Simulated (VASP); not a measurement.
Crystal: TiO2.

```
Ti O
1.0
     4.59984    0.00000    0.00000
     0.00000    4.59984    0.00000
     0.00000    0.00000    2.95921
Ti O
2 4
Direct
  0.00000 0.00000 0.50000
  0.50000 0.50000 0.00000
  0.30432 0.30432 0.50000
  0.19568 0.80432 0.00000
  0.80432 0.19568 0.00000
  0.69568 0.69568 0.50000
```

The cell is a database's computed one.

Base run:

```yaml
Program: VASP 6.6.1
Functional: LMBJ
Potentials_or_basis: VASP PAW PBE potentials, release 64 (Ti_sv, O)
Cutoff: 520 eV
k_mesh: 6 × 6 × 9
Occupations: fermi-dirac, width 0.05 eV
Spin: no spin polarisation
```

Its results: band gap on the k mesh 2.84 eV, indirect (least direct gap 2.87 eV).

**Question.** The run is repeated on the same cell with these changes: functional from LMBJ to TB-mBJ. What comes out?

**Answer.** Band gap on the k mesh 2.71 eV, indirect (least direct gap 2.72 eV).
